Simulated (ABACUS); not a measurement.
Write the native input for ABACUS 3.10.1 that does the following.

| Item | Value |
| --- | --- |
| Task | single point |
| Functional | PBE |
| Potentials or basis | SG15 ONCV 1.2 PBE |
| Cutoff | 1361 eV |
| Density cutoff | 5442 eV |
| Basis | DZP LCAO (the cutoffs set its grid) |
| k mesh | 4 × 4 × 4 |
| Occupations | fermi-dirac, width 0.05 eV |
| Spin | no spin polarisation |
| Radial cutoff of the potentials (pseudo_rcut) | 7 bohr |
| Orbital files | Zr Zr_confined-atom_8au_3s2p2d1f.orb, C C_confined-atom_6au_2s2p1d.orb |
| SCF threshold on the density | 1e-07 |
| Max SCF steps | 100 |
| Eigensolver | genelpa |
| Mixing | broyden |
| Mixing share | 0.7 |
| Symmetry key | 1 |
| Bands | 12 |

The system is ZrC.

```
Zr C
1.0
     0.00000    2.36500    2.36500
     2.36500    0.00000    2.36500
     2.36500    2.36500    0.00000
Zr C
1 1
Cartesian
  2.3650 2.3650 2.3650
  0.0000 0.0000 0.0000
```

These files were run (other wordings do the same):

INPUT

```
INPUT_PARAMETERS
suffix              ZrC
calculation         scf
basis_type          lcao
pseudo_dir          ./
orbital_dir         ./
symmetry            1
dft_functional      pbe
ecutwfc             100
pseudo_rcut         7
nspin               1
nbands              12
ks_solver           genelpa
smearing_method     fd
smearing_sigma      0.00367493
scf_thr             1e-07
scf_nmax            100
mixing_type         broyden
mixing_beta         0.7
cal_force           1
cal_stress          1
out_mul             1
```

STRU

```
ATOMIC_SPECIES
Zr 91.2240 Zr_ONCV_PBE-1.2.upf
C 12.0110 C_ONCV_PBE-1.2.upf

NUMERICAL_ORBITAL
Zr_confined-atom_8au_3s2p2d1f.orb
C_confined-atom_6au_2s2p1d.orb

LATTICE_CONSTANT
1.8897261246

LATTICE_VECTORS
0.0000000000 2.3650000000 2.3650000000
2.3650000000 0.0000000000 2.3650000000
2.3650000000 2.3650000000 0.0000000000

ATOMIC_POSITIONS
Direct

Zr
0.0
1
0.5000000000 0.5000000000 0.5000000000 1 1 1

C
0.0
1
0.0000000000 0.0000000000 0.0000000000 1 1 1
```

KPT

```
K_POINTS
0
Gamma
4 4 4 0 0 0
```

Potentials or basis: SG15 ONCV 1.2 PBE, DZP LCAO (the cutoffs set its grid).

Run with:

```console
$ OMP_NUM_THREADS=1 mpirun -np 8 abacus > log
```

Results of the run:

```yaml
Pressure: -3.5 GPa
Band_gap_on_the_k_mesh: none (metal or under the smearing width)
Mulliken_charges: Zr +0.52; C -0.52 e
```

Caveat: the k mesh is coarse (spacing up to 0.58 Å⁻¹), so the values aren't converged; the atomic orbitals were generated for these runs and aren't a published set; Mulliken charges move with the basis; the basis of atomic orbitals isn't converged, which shifts pressures, moduli and gaps.

It took 10 s on 8 MPI ranks on Intel(R) Xeon(R) Platinum 8375C CPU @ 2.90GHz (Ice Lake), with other jobs on the host, peak memory 0.88 GiB a rank.
